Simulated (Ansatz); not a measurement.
## The polar optical mode of ZnS at 9 GPa, worked through

Computed with Ansatz 0.2.0, DFT LDA, scalar-relativistic, plane waves, PAW. Cutoff 420 eV, 10×10×10 k-points (Γ-centred), fixed occupations. No spin polarisation. Phonons by linear response, acoustic sum rule imposed.

The cell, relaxed at 9 GPa:
```
CELL_PARAMETERS angstrom
0.00000 2.57355 2.57355
2.57355 0.00000 2.57355
2.57355 2.57355 0.00000
ATOMIC_POSITIONS crystal
Zn 0.00000 0.00000 0.00000
S 0.75000 0.75000 0.75000
```

Linear response gives ν_TO = 336.1 cm⁻¹, Born charges ±1.779 e (positive on Zn) and ε∞ = 6.196. The primitive cell holds 34.090 Å³, and the masses are 65.380 and 32.060 amu.

Q: Find ν_LO and the static dielectric constant.

A: The long-wave field adds a restoring force: ω_LO² − ω_TO² = Z*²e²/(ε_vac ε∞ μV). In these units ν_LO² − ν_TO² = 4.92064×10⁷ Z*²/(μ V ε∞) cm⁻², with μ = m₁m₂/(m₁ + m₂) = 21.512 amu: 34277 cm⁻². So ν_LO = √(336.1² + 34277) = 383.7 cm⁻¹, and the run gives 383.7. Lyddane–Sachs–Teller then gives ε0 = ε∞ (ν_LO/ν_TO)² = 8.08, against 8.08 in the run (it forms both from the same three quantities, so the match checks the arithmetic only). Between ν_TO and ν_LO the dielectric function is negative and an undamped crystal reflects fully: a reststrahlen band from 26.1 to 29.8 μm.

Q: What do the Clausius–Mossotti polarisability and the Szigeti charge come to?

A: With the Lorentz local field, α = (3V/4π)(ε∞ − 1)/(ε∞ + 2) = 5.16 Å³ for the pair, and e_S = 3Z*/(ε∞ + 2) = 0.65 e. The Born charge includes the electrons' response to the dipole's own local field, and e_S takes that enhancement out. The Lorentz field assumes point-like polarisable ions, a poor picture once ε∞ is this large, since the electron clouds then overlap or are shared, so both numbers are formal here.

Q: How strongly does a slow electron couple to the LO mode?

A: For one isotropic parabolic band, Fröhlich's constant is α_F = (1/ε∞ − 1/ε0) √(m* Ry/ħω_LO), with Ry = 13.606 eV, ħω_LO = 47.6 meV and m* in free-electron masses: α_F = 0.0376 × 16.91 × √m* = 0.64 √m*. The band mass isn't part of this run; for m* = 0.1, 0.3 and 1 it gives 0.20, 0.35, 0.64. In weak coupling the polaron lies α_F ħω_LO below the band edge (17 meV at m* = 0.3) with a mass m*(1 + α_F/6); past α_F of about 5 or 6 that expansion fails. A semilocal functional's ε∞ tends to be too large, which taken alone lowers α_F.

Cost: 1 run of about 1.1 core-minutes, on Intel Xeon Platinum 8175M (Skylake/Cascade Lake) (shared hosts).

The polar response of compressed ZnS is mainly electronic: ε∞ is 6.196, and the lattice raises the static constant only to 8.08. The ionic part scales with the square of the Born charge and inversely with the square of the TO frequency, so a moderate charge on a stiff mode keeps it small. The stiffness comes from the directional, partly covalent Zn–S bonds, whose short-range forces supply most of the LO restoring force; the macroscopic field adds the smaller share, itself screened by the valence electrons.

The Born charge of 1.779 e lies near the formal divalent value, but this doesn't make the crystal nearly fully ionic. It measures the polarisation produced by a displacement, including charge that shifts between Zn–S bonds as they stretch, and not the static charge held on an ion. Compression normally stiffens the TO mode of zinc-blende ZnS and narrows the LO–TO splitting, but a single pressure can't show how much of either effect is present here.
